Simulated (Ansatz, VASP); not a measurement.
**AlNi in VASP and in Ansatz**

```
Al Ni
1.0
     2.91578    0.00000    0.00000
     0.00000    2.91578    0.00000
     0.00000    0.00000    2.80030
Al Ni
1 1
Direct
  0.00000 0.00000 0.00000
  0.50000 0.50000 0.50000
```

Change from the starting cell: biaxial strain in the a-b plane, c and atoms relaxed: +2.0 %.

Alike in both runs: functional PBEsol; k mesh 18 × 18 × 18; occupations gaussian, width 0.1 eV; no spin polarisation.

Ansatz relaxed the structure, and its values are those at the end. VASP's run is a single point on that final structure, the one shown.

```csv
,VASP,Ansatz
version,VASP 6.6.1,Ansatz 0.2.0
potentials or method,"VASP PAW PBE potentials, release 64 (Al, Ni)","scalar-relativistic, plane waves, PAW"
plane-wave cutoff (eV),520,420
valence electrons in the cell,13,21
```

```csv
,VASP,Ansatz,Ansatz less VASP
gap on the k mesh at the Fermi level (eV),none,none,-
pressure (GPa),-2.1,-2.4,-0.36
```

A gap of «none» marks a metal or a gap that the smearing closes. The two sets of potentials don't hold the same shells in valence.

Caveats: the PAW data sets were made with another functional, which shifts forces and pressure a little (VASP). Spin polarisation is off, so any magnetic state and its effect on volume and gap are missing.
